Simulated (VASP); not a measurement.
These are PBE GGA, VASP's PBE PAW potentials (set 64) (plane waves; VASP) values and carry that method's errors.

VASP input:

**INCAR**
```
ALGO=Normal
EDIFF=1E-6
ENCUT=400
GGA=PE
ISIF=2
ISMEAR=0
LASPH=.TRUE.
LCHARG=.FALSE.
LMAXMIX=4
LREAL=.FALSE.
LWAVE=.FALSE.
NELM=100
PREC=Accurate
SIGMA=0.05
SYSTEM=InN
```

**KPOINTS**
```
Regular mesh
0
Gamma
1 1 1
```

File POSCAR:
```
InN
1
    0.0000000000     2.5372320000     2.5372320000
    2.5372320000     0.0000000000     2.5372320000
    2.5372320000     2.5372320000     0.0000000000
In N
1 1
Direct
  0.0000000000   0.0000000000   0.0000000000
  0.2500000000   0.2500000000   0.2500000000
```

POTCAR, in this order: In_d N (PBE.64 set). Program: vasp_std.

The resulting files:

**OSZICAR**
```
       N       E                     dE             d eps       ncg     rms          rms(c)
DAV:   1     0.125164436251E+03    0.12516E+03   -0.86872E+03    26   0.160E+03
DAV:   2     0.447180006394E+01   -0.12069E+03   -0.11874E+03    31   0.317E+02
DAV:   3    -0.506857797340E+01   -0.95404E+01   -0.92651E+01    31   0.895E+01
DAV:   4    -0.524072171368E+01   -0.17214E+00   -0.17214E+00    34   0.148E+01
DAV:   5    -0.524395435809E+01   -0.32326E-02   -0.32326E-02    31   0.147E+00    0.162E+01
DAV:   6    -0.528748359284E+00    0.47152E+01   -0.77958E+01    39   0.869E+01    0.117E+01
DAV:   7    -0.358912224427E+00    0.16984E+00   -0.25036E+00    31   0.136E+01    0.312E+00
DAV:   8    -0.219407488207E+00    0.13950E+00   -0.46135E-01    31   0.631E+00    0.169E+00
DAV:   9    -0.208570484337E+00    0.10837E-01   -0.15091E-01    31   0.317E+00    0.433E-01
DAV:  10    -0.206975452931E+00    0.15950E-02   -0.26076E-02    39   0.195E+00    0.462E-01
DAV:  11    -0.206275393967E+00    0.70006E-03   -0.62890E-03    39   0.784E-01    0.232E-01
DAV:  12    -0.206286355211E+00   -0.10961E-04   -0.33660E-04    26   0.150E-01    0.846E-02
DAV:  13    -0.206270534854E+00    0.15820E-04   -0.99084E-05    39   0.939E-02    0.298E-02
DAV:  14    -0.206272733338E+00   -0.21985E-05   -0.49386E-06    21   0.226E-02    0.785E-03
DAV:  15    -0.206272529291E+00    0.20405E-06   -0.11955E-07    13   0.425E-03
   1 F= -.20627253E+00 E0= -.16770695E+00  d E =-.771312E-01
```

OUTCAR:
```
------------------------ aborting loop because EDIFF is reached ----------------------------------------
  FORCE on cell =-STRESS in cart. coord.  units (eV):
  Direction    XX          YY          ZZ          XY          YZ          ZX
  --------------------------------------------------------------------------------------
  Total       12.4543826     12.4543826     12.4543826     -0.0000000      0.0000000     -0.0000000
  in kB      610.8326588    610.8326588    610.8326588     -0.0000000      0.0000000     -0.0000000
  external PRESSURE =     610.8326588 kB  Pullay stress =       0.0000000 kB
  volume of cell :       32.67
      direct lattice vectors                 reciprocal lattice vectors
     0.000000000  2.537232000  2.537232000    -0.197065148  0.197065148  0.197065148
     2.537232000  0.000000000  2.537232000     0.197065148 -0.197065148  0.197065148
     2.537232000  2.537232000  0.000000000     0.197065148  0.197065148 -0.197065148
 POSITION                                       TOTAL-FORCE (eV/Angst)
 -----------------------------------------------------------------------------------
      0.00000      0.00000      0.00000         0.000000      0.000000      0.000000
      1.26862      1.26862      1.26862        -0.000000     -0.000000     -0.000000
 -----------------------------------------------------------------------------------
    total drift:                                0.000001      0.000001      0.000001
  FREE ENERGIE OF THE ION-ELECTRON SYSTEM (eV)
  ---------------------------------------------------
  free  energy   TOTEN  =        -0.2062725293 eV

  energy  without entropy=       -0.1291413694  energy(sigma->0) =       -0.16770695
```
(Selected blocks of OUTCAR.)

At this cut-off the stress carries a Pulay error, which pulls relaxed volumes low.

The structure comes from a computed database's InN entry; how it stands against other phases isn't given here. The cell was not relaxed at this level. The k-mesh is coarse (spacing up to 2.14 per Å, 2π included), so the numbers may not be converged in it. The run is one of a series of settings (KPOINTS 1×1×1 Γ-centred mesh against the base run), some of them coarse on purpose.
